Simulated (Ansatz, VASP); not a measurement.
**GaN: VASP beside Ansatz**

The input INCAR:

```
PREC = Accurate
ENCUT = 520
EDIFF = 1E-8
ISMEAR = -1
SIGMA = 0.02
LREAL = F
LASPH = T
NELM = 60
ALGO = Normal
ISIF = 2
LWAVE = F
LCHARG = F
GGA = PS
LEFG = T
NBANDS = 16
```

The input KPOINTS:

```
Automatic mesh
0
Gamma
  13 13 13
```

File POSCAR:

```
GaN
1.0
    0.0000000000      2.0187201121      2.0187201121
    2.0187201121      0.0000000000      2.0187201121
    2.0187201121      2.0187201121      0.0000000000
Ga N
1 1
Direct
    0.5000000000      0.5000000000      0.5000000000
    0.0000000000      0.0000000000      0.0000000000
```

Input for Ansatz:

```yaml
crystal:
  lattice:
    - [0.0, 2.0187201121, 2.0187201121]
    - [2.0187201121, 0.0, 2.0187201121]
    - [2.0187201121, 2.0187201121, 0.0]
  atoms:
    - { symbol: Ga, position: [0.5, 0.5, 0.5] }
    - { symbol: "N", position: [0.0, 0.0, 0.0] }
kpoints:
  mp_grid: { grid: [13, 13, 13] }
scf:
  occupations: { method: fermi_dirac, width: 0.02 }
hamiltonian:
  xc: pbesol
  pseudopotentials: { kind: all_electron, datasets: crystal }
output:
  forces: true
  stress: true
  eigenvalues: true
  efg: { contact_densities: true }
```

Change from the starting cell: volume scaled by 1.04, crystal datasets.

Alike in both runs: task electric field gradients; functional PBEsol; k mesh 13 × 13 × 13; occupations fermi-dirac, width 0.02 eV; no spin polarisation.

|  | VASP | Ansatz |
| --- | --- | --- |
| version | VASP 6.6.1 | Ansatz 0.2.0 |
| potentials or method | VASP PAW PBE potentials, release 64 (Ga_d, N) | all-electron PAW with datasets made for the crystal, scalar-relativistic |
| plane-wave cutoff (eV) | 520 | see its input |

Ansatz gave:

* gap on the k mesh at the Fermi level (eV): 1.55
* pressure (GPa): 41.6
* Vzz of the field gradient on the site that differs most (V/Å²): 0.0

Problem. Estimate VASP's values.

Solution. gap on the k mesh at the Fermi level (eV): 1.54; pressure (GPa): 42.2; Vzz of the field gradient on the site that differs most (V/Å²): 0.0.

Ansatz ran all-electron here, so the differences hold the error of VASP's frozen core and of both bases.

Caveats: so large a pressure means that the cell lies far from this level's equilibrium, or that cutoff or potentials fall short (VASP); the potentials were made for another functional, which shifts forces and pressure (VASP); an odd mesh through Γ misses points on the zone boundary, where band edges often lie.
